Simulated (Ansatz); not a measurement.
**As in Ansatz: the effect of functional**

As:

```xyz
2
Lattice="1.8933 1.0931 3.5373 -1.8933 1.0931 3.5373 0.0000 -2.1861 3.5373" Properties=species:S:1:pos:R:3 pbc="T T T"
As    0.0000    0.0000    2.3983
As    0.0000    0.0000    8.2137
```

The cell isn't the ideal one: volume scaled by 1.02.

Alike in all runs:

```yaml
Program: Ansatz 0.2.0
Task: single point
Potentials_or_basis: Ansatz PAW
k_mesh: 9 × 9 × 9
Occupations: fermi-dirac, width 0.05 eV
Spin: no spin polarisation
```

One run gave: pressure -2.8 GPa; largest force 0.13 eV/Å. Which functional did it use?
A. r2SCAN
B. PBEsol
C. LDA

C.

| functional | cutoff | pressure (GPa) | largest force (eV/Å) |
| --- | --- | --- | --- |
| LDA | 420 eV (not typed: the program's choice for these potentials) | -2.8 | 0.13 |
| PBEsol | 420 eV (not typed: the program's choice for these potentials) | -1.2 | 0.24 |
| r2SCAN | 500 eV (not typed: the program's choice for these potentials) | 0.3 | 0.02 |

Caveats: the PAW data sets come from PBE, with cores solved anew for the run's functional, which leaves a small shift of forces and pressure.
